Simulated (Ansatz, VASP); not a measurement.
# Zr: VASP beside Ansatz

Contents of INCAR:

```
SYSTEM = Zr
PREC = Accurate ; ENCUT = 520
EDIFF = 1E-6 ; ISMEAR = 1
SIGMA = 0.05 ; LREAL = .FALSE.
LASPH = .TRUE. ; NELM = 100
ALGO = Normal ; ISIF = 2
LWAVE = .FALSE. ; LCHARG = .TRUE.
GGA = RE ; LELF = .TRUE.
LVHAR = .TRUE. ; NBANDS = 19
```

Contents of KPOINTS:

```
Automatic mesh
0
G
  7 7 4
  0 0 0
```

POSCAR

```
Zr
1.0
    3.2901000000      0.0027400000      0.0605300000
   -1.6426800000      2.7196800000     -0.0246500000
    0.0963900000      0.0103200000      5.0486600000
Zr
2
Direct
    0.2858600000      0.6743000000      0.2260400000
    0.6696100000      0.3256300000      0.7467000000
```

Input for Ansatz:

```yaml
crystal:
  lattice:
    - [3.2901, 0.00274, 0.06053]
    - [-1.64268, 2.71968, -0.02465]
    - [0.09639, 0.01032, 5.04866]
  atoms:
    - { symbol: Zr, position: [0.28586, 0.6743, 0.22604] }
    - { symbol: Zr, position: [0.66961, 0.32563, 0.7467] }
basis:
  ecutwfc: 540.0
  xc_grid: 2
kpoints:
  mp_grid:
    grid: [7, 7, 4]
hamiltonian:
  xc: revpbe
scf:
  convergence:
    dr2_threshold: 1.0e-09
  mixing:
    algorithm: anderson
    beta: 0.6
    ndim: 12
  occupations:
    method: methfessel_paxton
    width: 0.05
output:
  forces: true
  stress: true
```

This isn't the form of Zr at room conditions, which is hcp.

Alike in both runs: task single point; functional revPBE; k mesh 7 × 7 × 4; occupations methfessel-paxton of order 1, width 0.05 eV; no spin polarisation.

|  | VASP | Ansatz |
| --- | --- | --- |
| version | VASP 6.6.1 | Ansatz 0.2.0 |
| potentials or method | VASP PAW PBE potentials, release 64 (Zr_sv) | plane waves, PAW |
| plane-wave cutoff (eV) | 520 | 540 |
| valence electrons in the cell | 24 | 24 |

VASP gave:

| Property | Result |
| --- | --- |
| pressure (GPa) | 5.6 |
| largest component of the traceless stress (GPa) | 2.44 |
| rms of the force components (eV/Å) | 0.383 |

**Question.** Which values does Ansatz return?

**Answer.** Pressure (GPa): 5.6; largest component of the traceless stress (GPa): 2.44; rms of the force components (eV/Å): 0.382.

Atom by atom the forces differ by 0.001 eV/Å (rms over components). Ansatz warned: «stress_scf_threshold_loose».

Caveats: the PAW data sets were made with another functional, which shifts forces and pressure a little (VASP).
